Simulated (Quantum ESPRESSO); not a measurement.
# PbS (Galena) (Fm-3m) in Quantum ESPRESSO: a series of runs

The runs below take PbS (Galena) through Wannier functions, phonons and Raman activities, phonons, with PBEsol, LDA, vdW-DF-cx.

All numbers are computed with Quantum ESPRESSO 7.5; they aren't measurements. Logs are shortened: lines on timing, memory, paths and dates and some standing lists are left out, and cuts for length are marked.

**What was measured.**

A printed reference work, monograph reports, for a bulk crystal of PbS at 300 K: high-frequency dielectric constant 17.2.

The runs below are set against these values where they give the same quantity.

**1. The structure**

Symmetry: Fm-3m, No. 225, cubic system. The conventional cell has a = 5.931 Å, b = 5.931 Å, c = 5.931 Å, α = 90.00°, β = 90.00°, γ = 90.00°. Pb (site symmetry m-3m) has 6 S at 2.97 Å as nearest neighbours. Around S (site symmetry m-3m) lie 6 Pb at 2.97 Å.

**2. Wannier functions, PBEsol**

The input, pw.in:

```
&CONTROL
  calculation = 'scf'
  prefix = 'pwscf'
  outdir = './tmp'
  pseudo_dir = './pseudo'
  tprnfor = .true.
  tstress = .true.
  disk_io = 'low'
/
&SYSTEM
  ibrav = 0
  nat = 2
  ntyp = 2
  ecutwfc = 56
  nbnd = 16
  occupations = 'smearing'
  smearing = 'fd'
  degauss = 0.00367493
/
&ELECTRONS
  conv_thr = 4d-10
  electron_maxstep = 120
  mixing_beta = 0.5
/
ATOMIC_SPECIES
Pb   207.2000 Pb.upf
S     32.0600 S.upf
CELL_PARAMETERS angstrom
   0.0000000000    2.9657500000    2.9657500000
   2.9657500000    0.0000000000    2.9657500000
   2.9657500000    2.9657500000    0.0000000000
ATOMIC_POSITIONS crystal
Pb     0.0000000000    0.0000000000    0.0000000000
S      0.5000000000    0.5000000000    0.5000000000
K_POINTS automatic
8 8 8 0 0 0
```

The input, nscf.in:

```
&CONTROL
  calculation = 'nscf'
  prefix = 'pwscf'
  outdir = './tmp'
  pseudo_dir = './pseudo'
  disk_io = 'low'
/
&SYSTEM
  ibrav = 0
  nat = 2
  ntyp = 2
  ecutwfc = 56
  nbnd = 16
  occupations = 'smearing'
  smearing = 'fd'
  degauss = 0.00367493
  nosym = .true.
  noinv = .true.
/
&ELECTRONS
  conv_thr = 1d-09
  electron_maxstep = 120
  mixing_beta = 0.5
  diago_full_acc = .true.
/
ATOMIC_SPECIES
Pb   207.2000 Pb.upf
S     32.0600 S.upf
CELL_PARAMETERS angstrom
   0.0000000000    2.9657500000    2.9657500000
   2.9657500000    0.0000000000    2.9657500000
   2.9657500000    2.9657500000    0.0000000000
ATOMIC_POSITIONS crystal
Pb     0.0000000000    0.0000000000    0.0000000000
S      0.5000000000    0.5000000000    0.5000000000
K_POINTS crystal
125
  0.00000000   0.00000000   0.00000000 8.00000000e-03
  0.00000000   0.00000000   0.20000000 8.00000000e-03
  0.00000000   0.00000000   0.40000000 8.00000000e-03
  0.00000000   0.00000000   0.60000000 8.00000000e-03
  0.00000000   0.00000000   0.80000000 8.00000000e-03
  0.00000000   0.20000000   0.00000000 8.00000000e-03
[... 117 lines left out ...]
  0.80000000   0.80000000   0.60000000 8.00000000e-03
  0.80000000   0.80000000   0.80000000 8.00000000e-03
```

The input, pw2wan.in:

```
&INPUTPP
  prefix = 'pwscf'
  outdir = './tmp'
  seedname = 'w'
  write_mmn = .true.
  write_amn = .true.
  scdm_proj = .true.
  scdm_entanglement = 'erfc'
  scdm_mu = 5.33
  scdm_sigma = 3
/
```

The input, bands.in:

```
&CONTROL
  calculation = 'bands'
  prefix = 'pwscf'
  outdir = './tmp'
  pseudo_dir = './pseudo'
  disk_io = 'low'
/
&SYSTEM
  ibrav = 0
  nat = 2
  ntyp = 2
  ecutwfc = 56
  nbnd = 16
  occupations = 'smearing'
  smearing = 'fd'
  degauss = 0.00367493
/
&ELECTRONS
  conv_thr = 1d-08
  electron_maxstep = 120
  mixing_beta = 0.5
  diago_full_acc = .true.
/
ATOMIC_SPECIES
Pb   207.2000 Pb.upf
S     32.0600 S.upf
CELL_PARAMETERS angstrom
   0.0000000000    2.9657500000    2.9657500000
   2.9657500000    0.0000000000    2.9657500000
   2.9657500000    2.9657500000    0.0000000000
ATOMIC_POSITIONS crystal
Pb     0.0000000000    0.0000000000    0.0000000000
S      0.5000000000    0.5000000000    0.5000000000
K_POINTS crystal
77
  0.00000000   0.00000000   0.00000000 1
  0.04166700   0.00000000   0.04166700 1
  0.08333300   0.00000000   0.08333300 1
  0.12500000   0.00000000   0.12500000 1
  0.16666700   0.00000000   0.16666700 1
  0.20833300   0.00000000   0.20833300 1
[... 69 lines left out ...]
  0.53125000   0.06250000   0.53125000 1
  0.50000000   0.00000000   0.50000000 1
```

The input, w.win:

```
num_wann = 8
num_bands = 16
auto_projections = true
dis_num_iter = 0
num_iter = 400
conv_tol = 1.0d-9
conv_window = 4
num_print_cycles = 40
fermi_energy = 8.6997
bands_plot = true
write_hr = true
mp_grid = 5 5 5
begin unit_cell_cart
ang
  0.0000000000   2.9657500000   2.9657500000
  2.9657500000   0.0000000000   2.9657500000
  2.9657500000   2.9657500000   0.0000000000
end unit_cell_cart
begin atoms_frac
Pb   0.0000000000   0.0000000000   0.0000000000
S    0.5000000000   0.5000000000   0.5000000000
end atoms_frac
begin kpoint_path
G   0.0000000000   0.0000000000   0.0000000000  X   0.5000000000   0.0000000000   0.5000000000
X   0.5000000000   0.0000000000   0.5000000000  W   0.5000000000   0.2500000000   0.7500000000
W   0.5000000000   0.2500000000   0.7500000000  K   0.3750000000   0.3750000000   0.7500000000
K   0.3750000000   0.3750000000   0.7500000000  G   0.0000000000   0.0000000000   0.0000000000
G   0.0000000000   0.0000000000   0.0000000000  L   0.5000000000   0.5000000000   0.5000000000
L   0.5000000000   0.5000000000   0.5000000000  U   0.6250000000   0.2500000000   0.6250000000
U   0.6250000000   0.2500000000   0.6250000000  W   0.5000000000   0.2500000000   0.7500000000
W   0.5000000000   0.2500000000   0.7500000000  L   0.5000000000   0.5000000000   0.5000000000
L   0.5000000000   0.5000000000   0.5000000000  K   0.3750000000   0.3750000000   0.7500000000
U   0.6250000000   0.2500000000   0.6250000000  X   0.5000000000   0.0000000000   0.5000000000
end kpoint_path
bands_num_points = 12
begin kpoints
  0.00000000   0.00000000   0.00000000
  0.00000000   0.00000000   0.20000000
  0.00000000   0.00000000   0.40000000
  0.00000000   0.00000000   0.60000000
  0.00000000   0.00000000   0.80000000
  0.00000000   0.20000000   0.00000000
[... 117 lines left out ...]
  0.80000000   0.80000000   0.60000000
  0.80000000   0.80000000   0.80000000
end kpoints
```

Potentials or basis: PseudoDojo 0.4.1 SR PBEsol standard.

The run is started by

```bash
OMP_NUM_THREADS=1 pw.x -in pw.in > pw.out
OMP_NUM_THREADS=1 pw.x -in nscf.in > nscf.out
wannier90.x -pp w
OMP_NUM_THREADS=1 pw2wannier90.x -in pw2wan.in > pw2wan.out
wannier90.x w
OMP_NUM_THREADS=1 pw.x -in bands.in > bands.out
```

pw.out:

```text
This program is part of the open-source Quantum ESPRESSO suite
     for quantum simulation of materials; please cite
[... 9 lines left out ...]
     --------------------
     sticks:   dense  smooth     PW     G-vecs:    dense   smooth      PW
     Sum         955     955    295                19891    19891    3287

     Using Slab Decomposition

     bravais-lattice index     =            0
     lattice parameter (alat)  =       7.9259  a.u.
     unit-cell volume          =     352.0710 (a.u.)^3
     number of atoms/cell      =            2
     number of atomic types    =            2
     number of electrons       =        20.00
     number of Kohn-Sham states=           16
     kinetic-energy cutoff     =      56.0000  Ry
     charge density cutoff     =     224.0000  Ry
     scf convergence threshold =      4.0E-10
     mixing beta               =       0.5000
     number of iterations used =            8  plain     mixing
     Exchange-correlation= PBESOL
                           (   1   4  10   8   0   0   0)

     celldm(1)=   7.925897  celldm(2)=   0.000000  celldm(3)=   0.000000
     celldm(4)=   0.000000  celldm(5)=   0.000000  celldm(6)=   0.000000

     crystal axes: (cart. coord. in units of alat)
               a(1) = (   0.000000   0.707107   0.707107 )
               a(2) = (   0.707107   0.000000   0.707107 )
               a(3) = (   0.707107   0.707107   0.000000 )

     reciprocal axes: (cart. coord. in units 2 pi/alat)
               b(1) = ( -0.707107  0.707107  0.707107 )
               b(2) = (  0.707107 -0.707107  0.707107 )
               b(3) = (  0.707107  0.707107 -0.707107 )

     PseudoPot. # 1 for Pb read from file:
     Pb.upf
     Pseudo is Norm-conserving + core correction, Zval = 14.0
     Generated using ONCVPSP code by D. R. Hamann
     Using radial grid of 1678 points,  6 beta functions with:
                l(1) =   0
                l(2) =   0
                l(3) =   1
                l(4) =   1
                l(5) =   2
                l(6) =   2

     PseudoPot. # 2 for S  read from file:
     S.upf
     Pseudo is Norm-conserving + core correction, Zval =  6.0
     Generated using ONCVPSP code by D. R. Hamann
     Using radial grid of 1146 points,  6 beta functions with:
                l(1) =   0
                l(2) =   0
                l(3) =   1
                l(4) =   1
                l(5) =   2
                l(6) =   2

     atomic species   valence    mass     pseudopotential
     Pb               14.00   207.20000     Pb( 1.00)
     S                 6.00    32.06000     S ( 1.00)

     48 Sym. Ops., with inversion, found

   Cartesian axes

     site n.     atom                  positions (alat units)
         1        Pb     tau(   1) = (   0.0000000   0.0000000   0.0000000  )
         2        S      tau(   2) = (   0.7071068   0.7071068   0.7071068  )

     number of k points=    29  Fermi-Dirac smearing, width (Ry)=  0.0037
                       cart. coord. in units 2pi/alat
        k(    1) = (   0.0000000   0.0000000   0.0000000), wk =   0.0039062
        k(    2) = (   0.0883883   0.0883883  -0.0883883), wk =   0.0312500
        k(    3) = (   0.1767767   0.1767767  -0.1767767), wk =   0.0312500
        k(    4) = (   0.2651650   0.2651650  -0.2651650), wk =   0.0312500
        k(    5) = (  -0.3535534  -0.3535534   0.3535534), wk =   0.0156250
        k(    6) = (   0.1767767   0.0000000   0.0000000), wk =   0.0234375
[... 21 lines left out ...]
        k(   28) = (  -0.7071068   0.1767767  -0.0000000), wk =   0.0468750
        k(   29) = (  -0.7071068   0.3535534   0.0000000), wk =   0.0234375

     Dense  grid:    19891 G-vectors     FFT dimensions: (  40,  40,  40)

     Initial potential from superposition of free atoms

     starting charge      19.9980, renormalised to      20.0000
     Starting wfcs are   13 randomized atomic wfcs +    3 random wfcs

     Self-consistent Calculation

     iteration #  1     ecut=    56.00 Ry     beta= 0.50
     Davidson diagonalization with overlap
     ethr =  1.00E-02,  avg # of iterations =  5.2

     Threshold (ethr) on eigenvalues was too large:
     Diagonalizing with lowered threshold

     Davidson diagonalization with overlap
     ethr =  5.64E-04,  avg # of iterations =  1.8

     total energy              =    -162.61911903 Ry
     estimated scf accuracy    <       0.10977379 Ry
[... 57 lines left out ...]
     iteration # 10     ecut=    56.00 Ry     beta= 0.50
     Davidson diagonalization with overlap
     ethr =  7.66E-12,  avg # of iterations =  2.0

     End of self-consistent calculation

          k = 0.0000 0.0000 0.0000 (  2445 PWs)   bands (ev):

    -8.1651  -8.1651  -8.1651  -8.1510  -8.1510  -5.0287   2.5096   6.4128
     6.4128   6.4128  13.7317  13.7317  13.7317  15.1871  15.1871  15.1871

          k = 0.0884 0.0884-0.0884 (  2508 PWs)   bands (ev):
[... 16 lines left out ...]
    -8.1850  -8.1850  -8.1622  -8.1154  -8.1154  -3.7612  -0.3241   6.8009
     6.8009   8.5692   8.8301  10.4633  10.4633  17.0689  18.6625  18.6625

          k = 0.1768 0.0000 0.0000 (  2533 PWs)   bands (ev):

    -8.1689  -8.1637  -8.1563  -8.1563  -8.1471  -4.8465   2.0006   6.2079
     6.2079   7.2106  11.5478  13.3948  13.3948  14.2511  16.3474  16.3474

          k = 0.2652 0.0884-0.0884 (  2518 PWs)   bands (ev):
[... 21 lines left out ...]
    -8.1778  -8.1721  -8.1607  -8.1396  -8.1291  -4.2484   0.7057   5.6869
     6.8637   7.9789   9.8929  10.9604  12.4107  15.8544  16.2933  18.0912

          k = 0.0000-0.1768 0.1768 (  2521 PWs)   bands (ev):

    -8.1648  -8.1642  -8.1621  -8.1551  -8.1404  -4.6756   1.5294   5.9730
     6.7248   7.3675  11.1622  11.8421  12.8842  15.5540  15.5828  16.7117

          k = 0.3536 0.0000 0.0000 (  2477 PWs)   bands (ev):

    -8.2112  -8.1783  -8.1377  -8.1346  -8.1346  -4.3253   1.3166   5.7329
     5.7329   6.8294  10.9436  13.1785  13.4418  13.4418  18.2861  18.4865

          k = 0.4419 0.0884-0.0884 (  2487 PWs)   bands (ev):
[... 11 lines left out ...]
    -8.2278  -8.1618  -8.1503  -8.1344  -8.1186  -3.5052   0.1345   4.5026
     6.1920   6.9564  10.6760  11.5210  12.9526  16.2901  17.8726  17.9752

          k = 0.0000-0.3536 0.3536 (  2493 PWs)   bands (ev):

    -8.2009  -8.1679  -8.1507  -8.1333  -8.1322  -3.8315   0.3381   4.8336
     6.6755   7.7519   9.9308  10.9453  12.7665  16.7828  17.1970  18.3227

          k = 0.5303-0.0000 0.0000 (  2478 PWs)   bands (ev):

    -8.2780  -8.1876  -8.1284  -8.1121  -8.1121  -3.6564   1.1193   4.5522
     5.2891   5.2891  12.5123  12.9645  13.9147  13.9147  19.0711  19.9208

          k =-0.0884-0.6187 0.6187 (  2482 PWs)   bands (ev):

    -8.2903  -8.1843  -8.1317  -8.1097  -8.1062  -3.3965   0.9793   3.7611
     5.2899   5.4518  12.3633  13.5464  13.6202  14.1505  20.0123  20.2056

          k = 0.0000-0.5303 0.5303 (  2502 PWs)   bands (ev):

    -8.2688  -8.1686  -8.1437  -8.1203  -8.1109  -3.3289   0.5464   3.7443
     5.6190   6.0600  11.8350  12.6524  13.5768  14.6863  18.7643  19.3985

          k =-0.7071 0.0000 0.0000 (  2498 PWs)   bands (ev):

    -8.3101  -8.1915  -8.1245  -8.1025  -8.1025  -3.3216   1.3318   3.3197
     5.1141   5.1141  12.2893  14.1023  14.2141  14.2141  19.5976  20.6487

          k = 0.3536 0.1768 0.0000 (  2495 PWs)   bands (ev):

    -8.2008  -8.1690  -8.1568  -8.1353  -8.1267  -4.1916   0.8855   5.4457
     6.3397   7.2720  10.4987  11.9129  12.6949  14.8002  17.8031  18.3414

          k =-0.2652-0.4419 0.6187 (  2480 PWs)   bands (ev):
[... 16 lines left out ...]
    -8.2596  -8.1631  -8.1492  -8.1299  -8.1072  -3.3628   0.4827   4.1309
     4.7996   7.0401  11.0806  12.7781  13.2766  15.4620  17.7543  20.1208

          k = 0.0000-0.3536 0.5303 (  2482 PWs)   bands (ev):

    -8.2411  -8.1592  -8.1476  -8.1405  -8.1128  -3.4385   0.3245   4.3045
     5.1551   7.5289  10.3877  12.4558  13.0506  16.6417  16.6915  19.4576

          k =-0.7071 0.1768-0.0000 (  2496 PWs)   bands (ev):

    -8.2893  -8.1791  -8.1351  -8.1162  -8.1025  -3.3013   0.9115   3.5336
     4.7831   6.1585  12.5100  12.5614  13.8167  14.8782  18.9836  20.1443

          k =-0.7071 0.3536 0.0000 (  2488 PWs)   bands (ev):

    -8.2645  -8.1495  -8.1483  -8.1483  -8.1025  -3.2796   0.5816   4.1035
     4.1035   7.5568  10.6845  13.1762  13.1762  16.6509  16.6509  20.4656

     the Fermi energy is     8.6997 ev

!    total energy              =    -162.65192640 Ry
     estimated scf accuracy    <          2.7E-11 Ry
     smearing contrib. (-TS)   =      -0.00002871 Ry
     internal energy E=F+TS    =    -162.65189770 Ry

     The total energy is F=E-TS. E is the sum of the following terms:
     one-electron contribution =     -35.91693083 Ry
     hartree contribution      =      30.39940712 Ry
     xc contribution           =     -45.90472990 Ry
     ewald contribution        =    -111.22964409 Ry

     convergence has been achieved in  10 iterations

     Forces acting on atoms (cartesian axes, Ry/au):

     atom    1 type  1   force =    -0.00000000   -0.00000000    0.00000000
     atom    2 type  2   force =     0.00000000   -0.00000000   -0.00000000

     Total force =     0.000000     Total SCF correction =     0.000000

     Computing stress (Cartesian axis) and pressure

          total   stress  (Ry/bohr**3)                   (kbar)     P=       -8.24
  -0.00005603  -0.00000000   0.00000000           -8.24       -0.00        0.00
  -0.00000000  -0.00005603   0.00000000           -0.00       -8.24        0.00
  -0.00000000   0.00000000  -0.00005603           -0.00        0.00       -8.24

=------------------------------------------------------------------------------=
   JOB DONE.
=------------------------------------------------------------------------------=
```

Wall time 1.8 min (1 thread of Arm Neoverse V2, shared host); peak memory 0.11 GiB.

The run converged, but a check on its numbers failed (symmetry, net force, bounds or a known fault of this set-up), so they aren't taken as properties of the crystal.

Caveat: the set of functions is too small for the bands in its window; spin-orbit coupling is left out, which as a rule narrows the gap of such compounds by several tenths of an eV.

[end of part 1 of 4]
